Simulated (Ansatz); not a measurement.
## BaTiO₃ — ⁴⁹Ti NMR of the central transition

Cell: an entry of the Crystallography Open Database (COD), ions relaxed with PBE at fixed cell.

```yaml
crystal:
  lattice:
    - [3.98410, 0.00000, 0.00000]
    - [0.00000, 2.83705, 2.84580]
    - [0.00000, -2.83705, 2.84580]
  atoms:
    - { symbol: Ba, position: [0.00000, 0.00671, 0.00671] }
    - { symbol: Ti, position: [0.50000, 0.52029, 0.52029] }
    - { symbol: O, position: [0.00000, 0.49180, 0.49180] }
    - { symbol: O, position: [0.50000, 0.49323, 0.98419] }
    - { symbol: O, position: [0.50000, 0.98419, 0.49323] }
```

Sites (sets of like atoms) are named by element and the number of their first atom in this list.

The numbers come from a DFT calculation in Ansatz (PBE, plane waves and PAW, with spin–orbit coupling, 420 eV cutoff, Γ-centred 8×8×8 k-points, Fermi–Dirac smearing 0.02 eV).

⁴⁹Ti has I = 7/2 and Q = 247.0 mb (Pyykkö 2018); at 21.1 T its Larmor frequency is ν₀ = 50.7 MHz. Only the quadrupole interaction is simulated: positions count from each site's isotropic chemical shift, and J coupling is left out, as are shift anisotropy and dipolar coupling, which fast spinning averages.

**Question.** Give C_Q, η, the quadrupolar product P_Q = |C_Q|(1 + η²/3)^½, the second-order isotropic shift and the breadth of the pattern (fast magic-angle spinning) for each Ti site.

**Answer.** 

| site | first shell | C_Q (MHz) | η | P_Q (MHz) | δ_QIS (ppm) | breadth (kHz) |
| --- | --- | --- | --- | --- | --- | --- |
| Ti | 6 O at 1.87–2.16 Å | 5.23 | 0.35 | 5.33 | -28.2 | 3.29 |

δ_QIS = −(ν_Q²/30ν₀²)[I(I+1) − 3/4](1 + η²/3) × 10⁶ ppm with ν_Q = 3|C_Q|/[2I(2I−1)]; it falls as 1/B₀² in ppm, and the breadth as 1/B₀ in kHz.

The run took 96 s of wall time (97 s of CPU time) and 1 GiB at its peak, on 1 thread of Intel Xeon Platinum 8488C (Sapphire Rapids) (x86_64; 16 cores open to the job, memory cap 3.0 GiB, no GPU), a shared host with a load of 0.5 a core.
